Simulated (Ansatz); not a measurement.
## graphene on Ni(111): work function and capacitance

Aim: how a film of graphene changes the work function of Ni(111), and how thick it looks to a field.

Calculated with Ansatz 0.2.0; plane-wave DFT, PBE, Ansatz PAW, in the first sound run; inputs show where later runs differ.

## Step 1: The structure

The cell holds 4 atoms: 4 Ni. Cell: a = 2.467 Å, b = 2.467 Å, c = 24.140 Å, α = 90.0°, β = 90.0°, γ = 120.0°. Vacuum lies along c.

## Step 2: The bare metal

The metal alone, strained to the film's lattice, gives the work function from which the change is counted. The dipole correction removes the false field that a one-sided slab makes across the periodic vacuum, so each face gets a flat vacuum level of its own.

Input file input.yaml:

```yaml
crystal:
  lattice:
    - [2.467, 0.0, 0.0]
    - [-1.2335, 2.1364846711, 0.0]
    - [0.0, 0.0, 24.1403072607]
  atoms:
    - { symbol: Ni, position: [0.0, 0.0, 0.372820441], spin: 0.7 }
    - { symbol: Ni, position: [0.66666667, 0.33333333, 0.4576068137], spin: 0.7 }
    - { symbol: Ni, position: [0.33333333, 0.66666667, 0.5423931863], spin: 0.7 }
    - { symbol: Ni, position: [0.0, 0.0, 0.627179559], spin: 0.7 }
magnetization:
  spin_polarized: true
kpoints:
  mp_grid: { grid: [18, 18, 1] }
hamiltonian:
  xc: pbe
scf:
  occupations: { method: fermi_dirac, width: 0.1 }
  convergence: { dr2_threshold: 1.0e-09 }
efield:
  axis: 3
  dipole_correction: true
  ramp_position: 0.97
  ramp_width: 0.06
relax:
  f_tol: 0.005
  max_steps: 90
  constraints: [{ sites: [0, 1] }]
output:
  write_potential: true
  write_density: true
  volumetric_format: npy
```

Run with:

```
$ ansatz run input.yaml --threads 4 --pin off --max-ram 12288MiB --backend cpu --events-out ev --progress --plain --runs-dir out
```

Numbers of over 12 decimals in the logs are rounded to 6 here.

The log of the run:

```text
Engine: ansatz 0.2.0, aarch64-unknown-linux-gnu
Pseudopotentials: kind: paw
Pseudopotential: Ni, paw, valence charge 18, recommended cutoff 420 eV (normal), Ni.paw.azcp
Functional definition: PBE
  parameter kappa = 0.804
  parameter beta = 0.066725
  exchange = pbe_x(kappa = kappa, mu = beta*pi^2/3)
  correlation = pbe_c(beta = beta)
Crystal: 4 atoms, lattice volume = 127.237 Å³
Basis set: ecut = 420 eV, 2403 PW (Γ), exchange–correlation on 36×36×324 points (8 copies of the dense FFT grid, shifted against one another)
Bands: 45, of which v1, the nominal top of the filled ones, is band 36 counted from 1 (35 counted from 0)
Symmetry: 6 space group operations
k-points: 37 of 324 (time reversal used)
Non-local potential: Ni, projectors of the file, l = 0: 3, l = 1: 2, l = 2: 3, l = 3: 1
PAW form: soft (Blöchl's): semilocal exchange-correlation on the pseudo side does not see the compensation charge
PAW one-centre angular grid: Ni, 590 points (default); XC on 64 Gauss nodes
Initial density: superposition of atomic densities (neutral atoms: chi_scale 0, normalization atom)
Starting moments: Σ|m| = 2.8 μB on 4 of 4 sites
Initial wavefunctions: pseudopotential atomic-orbital guess
Functional: x = pbe(κ = 0.804, μ = 0.219515), c = pbe(β = 0.066725)
SCF iter   1: F=—  HF=-23353.957113 eV  |F-HF|=—  |Δ(HF+E_count)|=         —  Δρ=2.95e-2 (↑1.07e-2 ↓2.95e-2)  dr2=2.63e0  dr2_m=2.49e-1  M=2.947 μB ∫|m|=3.109 μB  β_m=1.00  ethr=3.10e-3  p=0.000 e·Å  D=4.05e-13 V/Å  ΔV_dip=-0.00 eV  dr2_dipole=9.91e-9  V_vac-E_F(+/−)=7.27/7.27 eV  ⟨swp⟩=11.1  Hψ=17355  notcnv=0  defer=26
Mixer restart at iter 1: flushing history
efield: sawtooth ramp at fractional position 0.9700 (set: `efield.ramp_position`, or a place that a band, a saddle search or an elastic batch's reference lends), width 0.0600; the density the first Hamiltonian is built on has a dipole p = 0.000 e·Å; the dipole correction subtracts the counter field D = 4.05e-13 V/Å, which shifts the + side's vacuum level by -0.00 eV against the − side's; the planar-averaged density in the ramp window peaks in size at 1.6e-5 e/Å³
preconditioner: auto → LDOS  [metal: Δε(μ)=0.005 eV  Ē_g=7.256 eV  σ=0.100 eV  W_gap=0.01  n_scr=18 (ndim 8)  ℏωp=20.8 eV  f_vac=0.603  D(μ)=7.78/eV (n_scr^D=90)]
spin=Collinear: LDOS preconditioning applied to the charge; magnetization (m = ρ↑ − ρ↓) channel mixes plain (no charge-response kernel on spin).
SCF iter   2: F=—  HF=-23354.509873 eV  |F-HF|=—  |Δ(HF+E_count)|=   5.53e-1  Δρ=1.19e-2 (↑1.19e-2 ↓9.39e-3)  dr2=4.41e-1  dr2_m=5.63e-3  M=2.888 μB ∫|m|=3.197 μB  β_m=0.32  ethr=3.10e-3  p=0.000 e·Å  D=5.71e-6 V/Å  ΔV_dip=-0.00 eV  dr2_dipole=1.43e-8  V_vac-E_F(+/−)=6.45/6.45 eV  ⟨swp⟩=2.5  Hψ=5763  notcnv=0  defer=69
density mixer auto → msr1: a metal under ldos (density of states about μ 3.81 of a free-electron gas's, 18 screened modes)
SCF iter   3: F=—  HF=-23355.867281 eV  |F-HF|=—  |Δ(HF+E_count)|=    1.36e0  Δρ=6.47e-3 (↑6.47e-3 ↓5.37e-3)  dr2=1.25e-1  dr2_m=4.37e-3  M=2.878 μB ∫|m|=3.208 μB  β_m=0.54  ethr=6.12e-4  p=0.000 e·Å  D=3.16e-6 V/Å  ΔV_dip=-0.00 eV  dr2_dipole=4.33e-9  V_vac-E_F(+/−)=6.02/6.02 eV  ⟨swp⟩=2.9  Hψ=5583  notcnv=0  defer=72
SCF iter   4: F=—  HF=-23357.424317 eV  |F-HF|=—  |Δ(HF+E_count)|=         —  Δρ=6.64e-3 (↑4.66e-3 ↓6.64e-3)  dr2=1.06e-1  dr2_m=2.59e-3  M=2.780 μB ∫|m|=3.162 μB  β_m=0.54  ethr=1.74e-4  p=0.000 e·Å  D=5.85e-6 V/Å  ΔV_dip=-0.00 eV  dr2_dipole=1.54e-9  V_vac-E_F(+/−)=5.45/5.45 eV  ⟨swp⟩=3.7  Hψ=7536  notcnv=0  defer=74
SCF iter   5: F=—  HF=-23357.674535 eV  |F-HF|=—  |Δ(HF+E_count)|=   2.50e-1  Δρ=4.22e-3 (↑1.66e-3 ↓4.22e-3)  dr2=2.85e-2  dr2_m=3.13e-3  M=2.711 μB ∫|m|=3.099 μB  β_m=0.77  ethr=1.47e-4  p=0.000 e·Å  D=1.38e-7 V/Å  ΔV_dip=-0.00 eV  dr2_dipole=1.44e-10  V_vac-E_F(+/−)=5.26/5.26 eV  ⟨swp⟩=2.4  Hψ=5467  notcnv=0  defer=80
SCF iter   6: F=—  HF=-23357.716815 eV  |F-HF|=—  |Δ(HF+E_count)|=   4.23e-2  Δρ=2.54e-3 (↑1.31e-3 ↓2.54e-3)  dr2=1.04e-2  dr2_m=8.91e-4  M=2.658 μB ∫|m|=3.048 μB  β_m=0.80  ethr=3.95e-5  p=0.000 e·Å  D=5.98e-6 V/Å  ΔV_dip=-0.00 eV  dr2_dipole=1.15e-8  V_vac-E_F(+/−)=5.17/5.18 eV  ⟨swp⟩=2.1  Hψ=5365  notcnv=0  defer=84
SCF iter   7: F=—  HF=-23357.716108 eV  |F-HF|=—  |Δ(HF+E_count)|=   7.07e-4  Δρ=1.89e-3 (↑1.31e-3 ↓1.89e-3)  dr2=7.39e-3  dr2_m=3.91e-4  M=2.657 μB ∫|m|=3.050 μB  β_m=0.67  ethr=1.44e-5  p=-0.000 e·Å  D=-1.02e-5 V/Å  ΔV_dip=0.00 eV  dr2_dipole=2.44e-8  V_vac-E_F(+/−)=5.09/5.09 eV  ⟨swp⟩=2.2  Hψ=6319  notcnv=0  defer=104
SCF iter   8: F=—  HF=-23357.715649 eV  |F-HF|=—  |Δ(HF+E_count)|=   4.59e-4  Δρ=5.40e-4 (↑1.79e-4 ↓5.40e-4)  dr2=3.18e-4  dr2_m=5.77e-5  M=2.657 μB ∫|m|=3.051 μB  β_m=0.70  ethr=1.03e-5  p=0.000 e·Å  D=8.29e-7 V/Å  ΔV_dip=-0.00 eV  dr2_dipole=2.29e-9  V_vac-E_F(+/−)=5.11/5.11 eV  ⟨swp⟩=2.0  Hψ=4940  notcnv=0  defer=102
SCF iter   9: F=—  HF=-23357.715710 eV  |F-HF|=—  |Δ(HF+E_count)|=   6.13e-5  Δρ=1.13e-4 (↑1.02e-4 ↓1.13e-4)  dr2=3.43e-5  dr2_m=1.09e-5  M=2.658 μB ∫|m|=3.054 μB  β_m=0.64  ethr=4.42e-7  p=-0.000 e·Å  D=-3.80e-6 V/Å  ΔV_dip=0.00 eV  dr2_dipole=6.61e-9  V_vac-E_F(+/−)=5.12/5.12 eV  ⟨swp⟩=3.4  Hψ=7361  notcnv=0  defer=103
SCF iter  10: F=—  HF=-23357.715702 eV  |F-HF|=—  |Δ(HF+E_count)|=   8.65e-6  Δρ=4.08e-5 (↑4.08e-5 ↓3.81e-5)  dr2=4.62e-6  dr2_m=4.48e-7  M=2.658 μB ∫|m|=3.054 μB  β_m=0.79  ethr=4.76e-8  p=0.000 e·Å  D=2.51e-6 V/Å  ΔV_dip=-0.00 eV  dr2_dipole=1.57e-9  V_vac-E_F(+/−)=5.11/5.11 eV  ⟨swp⟩=2.0  Hψ=4684  notcnv=0  defer=103
SCF iter  11: F=—  HF=-23357.715703 eV  |F-HF|=—  |Δ(HF+E_count)|=   1.46e-6  Δρ=2.72e-5 (↑2.22e-5 ↓2.72e-5)  dr2=1.27e-6  dr2_m=2.10e-7  M=2.658 μB ∫|m|=3.055 μB  β_m=0.81  ethr=6.42e-9  p=-0.000 e·Å  D=-7.36e-6 V/Å  ΔV_dip=0.00 eV  dr2_dipole=2.73e-10  V_vac-E_F(+/−)=5.11/5.11 eV  ⟨swp⟩=2.1  Hψ=4663  notcnv=0  defer=103
SCF iter  12: F=—  HF=-23357.715704 eV  |F-HF|=—  |Δ(HF+E_count)|=   4.88e-7  Δρ=1.96e-5 (↑1.49e-5 ↓1.96e-5)  dr2=8.50e-7  dr2_m=5.25e-8  M=2.658 μB ∫|m|=3.055 μB  β_m=0.61  ethr=1.77e-9  p=0.000 e·Å  D=1.38e-5 V/Å  ΔV_dip=-0.00 eV  dr2_dipole=3.46e-8  V_vac-E_F(+/−)=5.11/5.11 eV  ⟨swp⟩=2.0  Hψ=5909  notcnv=0  defer=103
SCF iter  13: F=—  HF=-23357.715703 eV  |F-HF|=—  |Δ(HF+E_count)|=   2.21e-7  Δρ=7.33e-6 (↑3.06e-6 ↓7.33e-6)  dr2=4.26e-8  dr2_m=2.38e-8  M=2.658 μB ∫|m|=3.055 μB  β_m=0.75  ethr=1.18e-9  p=-0.000 e·Å  D=-1.58e-6 V/Å  ΔV_dip=0.00 eV  dr2_dipole=1.10e-9  V_vac-E_F(+/−)=5.11/5.11 eV  ⟨swp⟩=2.3  Hψ=5483  notcnv=0  defer=102
[...]
density mixer auto → msr1: a metal under ldos (density of states about μ 3.52 of a free-electron gas's, 18 screened modes)
SCF iter   3: F=—  HF=-23357.718116 eV  |F-HF|=—  |Δ(HF+E_count)|=   3.57e-6  Δρ=4.04e-4 (↑4.04e-4 ↓2.60e-4)  dr2=1.86e-4  dr2_m=5.00e-5  M=2.658 μB ∫|m|=3.053 μB  β_m=0.44  ethr=1.33e-6  p=0.001 e·Å  D=1.20e-3 V/Å  ΔV_dip=-0.03 eV  dr2_dipole=3.02e-5  V_vac-E_F(+/−)=5.08/5.11 eV  ⟨swp⟩=1.9  Hψ=4122  notcnv=0  defer=108
SCF iter   4: F=—  HF=-23357.718180 eV  |F-HF|=—  |Δ(HF+E_count)|=   6.37e-5  Δρ=1.93e-4 (↑1.93e-4 ↓1.52e-4)  dr2=4.55e-5  dr2_m=1.95e-5  M=2.657 μB ∫|m|=3.052 μB  β_m=0.47  ethr=2.59e-7  p=0.001 e·Å  D=8.99e-4 V/Å  ΔV_dip=-0.02 eV  dr2_dipole=3.35e-7  V_vac-E_F(+/−)=5.09/5.11 eV  ⟨swp⟩=1.8  Hψ=4176  notcnv=0  defer=108
SCF iter   5: F=—  HF=-23357.718200 eV  |F-HF|=—  |Δ(HF+E_count)|=   1.97e-5  Δρ=6.83e-5 (↑6.30e-5 ↓6.83e-5)  dr2=3.35e-6  dr2_m=4.32e-6  M=2.656 μB ∫|m|=3.051 μB  β_m=0.61  ethr=6.31e-8  p=0.000 e·Å  D=6.01e-4 V/Å  ΔV_dip=-0.01 eV  dr2_dipole=5.50e-7  V_vac-E_F(+/−)=5.10/5.11 eV  ⟨swp⟩=2.2  Hψ=5816  notcnv=0  defer=108
SCF iter   6: F=—  HF=-23357.718206 eV  |F-HF|=—  |Δ(HF+E_count)|=   6.11e-6  Δρ=4.36e-5 (↑3.78e-5 ↓4.36e-5)  dr2=3.97e-6  dr2_m=9.55e-7  M=2.656 μB ∫|m|=3.051 μB  β_m=0.64  ethr=4.65e-9  p=0.000 e·Å  D=4.68e-4 V/Å  ΔV_dip=-0.01 eV  dr2_dipole=1.50e-7  V_vac-E_F(+/−)=5.10/5.11 eV  ⟨swp⟩=2.9  Hψ=6582  notcnv=0  defer=107
SCF iter   7: F=—  HF=-23357.718208 eV  |F-HF|=—  |Δ(HF+E_count)|=   1.85e-6  Δρ=2.21e-5 (↑2.21e-5 ↓1.30e-5)  dr2=1.51e-6  dr2_m=1.14e-7  M=2.655 μB ∫|m|=3.050 μB  β_m=0.58  ethr=4.65e-9  p=0.000 e·Å  D=3.95e-4 V/Å  ΔV_dip=-0.01 eV  dr2_dipole=2.36e-7  V_vac-E_F(+/−)=5.10/5.11 eV  ⟨swp⟩=2.1  Hψ=5612  notcnv=0  defer=108
SCF iter   8: F=—  HF=-23357.718207 eV  |F-HF|=—  |Δ(HF+E_count)|=   1.54e-7  Δρ=9.94e-6 (↑8.52e-6 ↓9.94e-6)  dr2=1.19e-7  dr2_m=6.50e-8  M=2.655 μB ∫|m|=3.050 μB  β_m=0.63  ethr=2.10e-9  p=0.000 e·Å  D=4.08e-4 V/Å  ΔV_dip=-0.01 eV  dr2_dipole=2.14e-8  V_vac-E_F(+/−)=5.10/5.11 eV  ⟨swp⟩=2.2  Hψ=5052  notcnv=0  defer=107
SCF iter   9: F=—  HF=-23357.718208 eV  |F-HF|=—  |Δ(HF+E_count)|=   1.77e-7  Δρ=5.28e-6 (↑3.80e-6 ↓5.28e-6)  dr2=3.78e-8  dr2_m=1.89e-8  M=2.655 μB ∫|m|=3.050 μB  β_m=0.59  ethr=1.66e-10  p=0.000 e·Å  D=3.94e-4 V/Å  ΔV_dip=-0.01 eV  dr2_dipole=4.09e-9  V_vac-E_F(+/−)=5.10/5.11 eV  ⟨swp⟩=3.0  Hψ=6113  notcnv=0  defer=107
SCF iter  10: F=—  HF=-23357.718208 eV  |F-HF|=—  |Δ(HF+E_count)|=   4.25e-8  Δρ=2.01e-6 (↑2.01e-6 ↓1.63e-6)  dr2=1.07e-8  dr2_m=2.96e-9  M=2.655 μB ∫|m|=3.050 μB  β_m=0.53  ethr=5.25e-11  p=0.000 e·Å  D=3.92e-4 V/Å  ΔV_dip=-0.01 eV  dr2_dipole=1.61e-10  V_vac-E_F(+/−)=5.10/5.11 eV  ⟨swp⟩=2.3  Hψ=5527  notcnv=0  defer=107
SCF iter  11: F=—  HF=-23357.718208 eV  |F-HF|=—  |Δ(HF+E_count)|=   2.30e-9  Δρ=1.15e-6 (↑7.84e-7 ↓1.15e-6)  dr2=1.98e-9  dr2_m=8.25e-10  M=2.655 μB ∫|m|=3.050 μB  β_m=0.64  ethr=1.49e-11  p=0.000 e·Å  D=3.92e-4 V/Å  ΔV_dip=-0.01 eV  dr2_dipole=6.70e-12  V_vac-E_F(+/−)=5.10/5.11 eV  ⟨swp⟩=2.1  Hψ=4892  notcnv=0  defer=107
SCF iter  12: F=—  HF=-23357.718208 eV  |F-HF|=—  |Δ(HF+E_count)|=   3.66e-9  Δρ=9.70e-7 (↑9.70e-7 ↓4.60e-7)  dr2=9.33e-10  dr2_m=2.99e-10  M=2.655 μB ∫|m|=3.050 μB  β_m=0.64  ethr=2.75e-12  p=0.000 e·Å  D=3.93e-4 V/Å  ΔV_dip=-0.01 eV  dr2_dipole=1.91e-14  V_vac-E_F(+/−)=5.10/5.11 eV  ⟨swp⟩=2.6  Hψ=6101  notcnv=0  defer=107
SCF iter  13: F=—  HF=-23357.718208 eV  |F-HF|=—  |Δ(HF+E_count)|=   1.53e-9  Δρ=1.05e-6 (↑1.40e-7 ↓1.05e-6)  dr2=2.47e-9  dr2_m=2.71e-10  M=2.655 μB ∫|m|=3.050 μB  β_m=0.77  ethr=1.30e-12  p=0.000 e·Å  D=3.95e-4 V/Å  ΔV_dip=-0.01 eV  dr2_dipole=3.38e-10  V_vac-E_F(+/−)=5.10/5.11 eV  ⟨swp⟩=2.1  Hψ=5267  notcnv=0  defer=107
SCF iter  14: F=-23357.718208 eV  HF=-23357.718208 eV  |F-HF|=1.67e-10  |Δ(HF+E_count)|=  6.55e-10  Δρ=2.29e-7 (↑1.71e-7 ↓2.29e-7)  dr2=1.11e-10  dr2_m=8.08e-12  M=2.655 μB ∫|m|=3.050 μB  ethr=1.30e-12  p=0.000 e·Å  D=3.95e-4 V/Å  ΔV_dip=-0.01 eV  dr2_dipole=2.54e-12  V_vac-E_F(+/−)=5.10/5.11 eV  ⟨swp⟩=6.4  Hψ=19162  notcnv=0
SCF 3 converged in 14 iterations: F = -23357.718208 eV  dr2 = 1.11e-10
relax step   3: F+E_penalty+E_count = -23357.71820772 eV  Δ(F+E_penalty+E_count) = -8.336e-4 eV  max|allowed force component| = 2.985e-3 eV/Å  Δτ_max = 0.0213 Å  (14 SCF iters, accepted)
NSCF: frozen V_eff on 37 k-points
the band table was solved once a step of the walk had ended and its energy, with any forces and stress, was formed, with the checks that follow a solve (17207 applications of the Hamiltonian). They found nothing against the state; the energy, forces and stress were not computed again (output.eigenvalues in the input reference)
WARN: The output density's exchange-correlation potential varies sharply where the density is thin. Do not read a vacuum level from v_tot or v_xc, or from such a field of the output density. On a cell that repeats whose density bears no net charge and no dipole along the vacuum's axis use v_es (v_loc + v_h of the components); under efield.dipole_correction with no amplitude use v_es + v_field, which holds any externa [...]
SCF converged after 14 iterations
Magnetization: 2.6550 μB (37.3275 up, 34.6725 down)
Absolute magnetization: 3.0531 μB (∫|ρ↑−ρ↓|, with the PAW one-centre terms)
Spin contamination: 0.0396 ħ² per cell (⟨S²⟩ above its minimum at these occupations)
Per-site moments (μB) at R_I (Å): [(0.706117, 1.017637), (0.705240, 1.017637), (0.705261, 1.017637), (0.705334, 1.017637)]
Free energy (F): -23357.718208 eV
Harris-Foulkes:  -23357.718208 eV  (|F-HF|=1.67e-10)
Internal energy: -23357.490265 eV  (E = F + TS)
E sigma→0 (E₀):  -23357.604237 eV
Entropy (-TS):   -0.227942 eV (-56.986 meV/atom)
Fermi energy:    2.908714 eV
Dipole field:    D = 0.000392 V/Å  (p = 0.000276 e·Å, saw-weighted, corrected)
Work function:   Φ+ = 5.1028 eV   Φ− = 5.1122 eV
Levels:          The Fermi level and band energies are counted from a zero that moves with the ramp; work functions are not
--- Per-component energies (eV) ---
  E_band       = -2227.494179
  E_kinetic    = 1126.972046
  E_local      = -174874.397540  (includes V_loc(G=0)·N_el)
  E_nonlocal   = 2546.603439
  E_hartree    = 85757.068331
  E_xc         = -336.856108
  E_vxc        = -434.140210  (∫ρ·V_xc dr)
  E_paw        = -6522.090307  (= ΣΔE_a)
  E_vpaw       = -2106.670514  (= ΣTr[D̂ρ^β])
  E_aug_tail   = 0.002185  (compensation charges beyond the density's cutoff)
  E_efield     = 0.000000  (sawtooth field / dipole correction)
  E_vefield    = 0.000320  (∫n·V_field dr)
  E_ewald      = 68945.207690
  E_smearing   = -0.227942  (= −TS)
  E_closure    = 0.000000  (closes the sum)
  Σ components = -23357.718208   (vs F -23357.718208, Δ=0.00e0)
--- Forces (eV/Å), atoms counted from 1 ---
  atom   1  Ni     0.00000000    -0.00000000     0.15473515
  atom   2  Ni    -0.00000000    -0.00000000    -0.15563663
  atom   3  Ni     0.00000000     0.00000000    -0.00208106
  atom   4  Ni     0.00000000     0.00000000     0.00298531
  max |Σ_I F_I| component: 2.78e-6 eV/Å
--- Band table (eV; the first three rows and the last of 74) ---
  k-point 0 ↑: bands = [... 32 lower, 1.6051, 1.7690, 1.7690, 2.1314, 2.1314, 2.1829, 2.2818, 2.2818, ... 5 higher]
  k-point 1 ↑: bands = [... 32 lower, 1.5761, 1.7388, 1.7750, 1.8543, 2.0009, 2.1298, 2.2834, 2.6259, ... 5 higher]
  k-point 2 ↑: bands = [... 32 lower, 1.4666, 1.5184, 1.6473, 1.7780, 2.0452, 2.1252, 2.2873, 3.1557, ... 5 higher]
  k-point 36 ↓: bands = [... 32 lower, 2.8382, 2.9828, 2.9832, 2.9847, 8.0952, 8.3344, 8.3498, 9.1122, ... 5 higher]
--- Relaxed structure (3 steps of the walk, 3 accepted, 0 SCFs on fresh bases) ---
  F+E_penalty+E_count = -23357.71820772 eV   max|allowed force component| = 2.985e-3 eV/Å
  atoms:
    - { symbol: Ni, position: [0.0, 0.0, 0.372820] }
    - { symbol: Ni, position: [0.666667, 0.333333, 0.4576068137] }
    - { symbol: Ni, position: [0.333333, 0.666667, 0.542061] }
    - { symbol: Ni, position: [-1.6763360054172198e-18, 0, 0.625637] }
```

Run time: 54 s. Hardware: 4 threads of Arm Neoverse V1, shared host; peak memory 0.63 GiB; 3.5 min of CPU time.

Relaxation path:

```csv
step,energy less that of the first step (eV),largest force component (eV/Å)
1,0.0000,0.1574
2,-0.0017,0.0929
3,-0.0025,0.0030
```

The run keeps the 6 symmetry operations that it works with, so distortions that break them were not tested.

The atoms that moved most (Å):

```csv
atom,dx,dy,dz,length
Ni4,0.000,0.000,-0.037,0.037
Ni3,0.000,0.000,-0.008,0.008
```

The relaxed structure:

```cif
data_structure
_symmetry_space_group_name_H-M 'P 1'
_symmetry_Int_Tables_number 1
_cell_length_a 2.4670
_cell_length_b 2.4670
_cell_length_c 24.1403
_cell_angle_alpha 90.000
_cell_angle_beta 90.000
_cell_angle_gamma 120.000
_cell_volume 127.24
loop_
_atom_site_label
_atom_site_type_symbol
_atom_site_fract_x
_atom_site_fract_y
_atom_site_fract_z
_atom_site_occupancy
Ni1 Ni 0.00000 0.00000 0.37282 1
Ni2 Ni 0.66667 0.33333 0.45761 1
Ni3 Ni 0.33333 0.66667 0.54206 1
Ni4 Ni 0.00000 0.00000 0.62564 1
```

Numbers from this step:

```yaml
energy_at_zero_smearing: -23357.6042 eV
total_moment: 2.655 μB
site_moments: 0.7061, 0.7052, 0.7053, 0.7053 μB
work_function_upper_face: 5.103 eV
dipole_along_the_normal: 2.76e-4 e·Å
```

Running mean over 2.047 and then 3.35 Å of the planar mean; the ramp of the sawtooth is left out. Electron's electrostatic potential energy less the Fermi level against z:

```csv
z (Å),electron's electrostatic potential energy less the Fermi level (eV)
3.0,5.11
3.5,5.11
4.0,5.11
4.5,5.10
5.0,5.08
5.5,4.99
6.0,4.61
6.5,3.48
7.0,1.56
7.5,-0.699
8.0,-3.00
8.5,-5.29
9.0,-7.48
9.5,-9.27
10.0,-10.2
10.5,-10.5
11.0,-10.6
11.5,-10.6
12.0,-10.6
12.5,-10.7
13.0,-10.7
13.5,-10.6
14.0,-10.5
14.5,-9.67
15.0,-8.03
15.5,-5.86
16.0,-3.53
16.5,-1.19
17.0,1.09
17.5,3.13
18.0,4.44
18.5,4.94
19.0,5.06
19.5,5.09
20.0,5.10
20.5,5.10
21.0,5.10
```

Site moment by atom:

```csv
atom,site moment (μB)
Ni1,0.706
Ni2,0.705
Ni3,0.705
Ni4,0.705
```

The relaxation took 3 steps and lowered the energy by 0.0025 eV; the largest force on the free atoms ends at 0.0030 eV/Å.

The work function of the upper face is 5.10 eV.

(Continued in part 2 of 6.)

[Logs are printed without paths, hosts, clocks, repeated set-up lines and the standing remarks that a program may print on its own settings, such as how far it seeks lower states.]

[Hosts, paths, dates, database ids (printed as entryN), source tags and the programs' standing remarks are cut or masked in the printed files.]

[Maps of the electrostatic potential energy from Ansatz leave out the sawtooth potential of an applied field or a dipole correction, so their vacuum need not be flat; planar profiles and work functions include it.]
